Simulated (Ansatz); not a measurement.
ZrS:

```xyz
2
Lattice="0.0000 2.6250 2.6250 2.6250 0.0000 2.6250 2.6250 2.6250 0.0000" Properties=species:S:1:pos:R:3 pbc="T T T"
Zr    0.0000    0.0000    0.0000
S     2.6250    2.6250    2.6250
```

- Program: Ansatz 0.2.0
- Task: relaxation of cell and atoms
- Functional: BLYP
- Potentials or basis: Ansatz PAW
- Cutoff: 420 eV (not typed: the program's choice for these potentials)
- k mesh: 9 × 9 × 9
- Occupations: fermi-dirac, width 0.05 eV
- Spin: no spin polarisation

At the start: volume 18.09 Å³/atom.

**Question.** How do energy, volume and symmetry change on relaxing?

**Answer.** It ends after 5 steps and the volume is 18.88 Å³/atom (+4.4 %); space group Fm-3m (No. 225, to 0.05 Å).

Step by step:
```csv
step,energy change (eV),largest force (eV/Å),volume (Å³)
1,0.0000,0.0000,36.18
2,-0.0183,0.0000,38.62
3,-0.0252,0.0000,37.82
4,-0.0253,0.0000,37.75
5,-0.0256,0.0000,37.75
```

Final structure:
```
Zr S
1.0
     0.00000    2.66265    2.66265
     2.66265    0.00000    2.66265
     2.66265    2.66265    0.00000
Zr S
1 1
Direct
  0.00000 0.00000 0.00000
  0.50000 0.50000 0.50000
```

Caveat: the plane-wave basis is chosen anew once the cell has moved, so the energies of steps on either side of that aren't comparable; the PAW data sets come from PBE, with cores solved anew for the run's functional, which leaves a small shift of forces and pressure.
